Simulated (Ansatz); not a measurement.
# Bi in Ansatz: the effect of functional

Bi:

```
Bi
1.0
    -1.98143    1.98143    1.98143
     1.98143   -1.98143    1.98143
     1.98143    1.98143   -1.98143
Bi
1
Direct
  0.00000 0.00000 0.00000
```

This isn't the form of Bi at room conditions, which is rhombohedral.

Alike in all runs:

| Quantity | Value |
| --- | --- |
| Program | Ansatz 0.2.0 |
| Task | projected density of states |
| Potentials or basis | Ansatz PAW |
| k mesh | 5 × 5 × 5 |
| Occupations | fermi-dirac, width 0.05 eV |
| Spin | no spin polarisation |

```tsv
functional	cutoff	pressure (GPa)
LDA	420 eV (not typed: the program's choice for these potentials)	?
PBEsol	420 eV (not typed: the program's choice for these potentials)	-1.8
r2SCAN	500 eV (not typed: the program's choice for these potentials)	-0.6
HSE06	420 eV (not typed: the program's choice for these potentials)	-1.3
PBE0	420 eV (not typed: the program's choice for these potentials)	-0.8
r2SCAN0	500 eV (not typed: the program's choice for these potentials)	-2.5
```

What does the run with functional LDA give?

Pressure -3.1 GPa.

Caveats: all runs use coarse meshes; spin-orbit coupling is left out, which moves the levels of the heavy elements; the PAW data sets come from PBE, with cores solved anew for the run's functional, which leaves a small shift of forces and pressure; the density of states is complete only up to the lowest level of the last band computed; the thresholds are loose for stress (some runs).
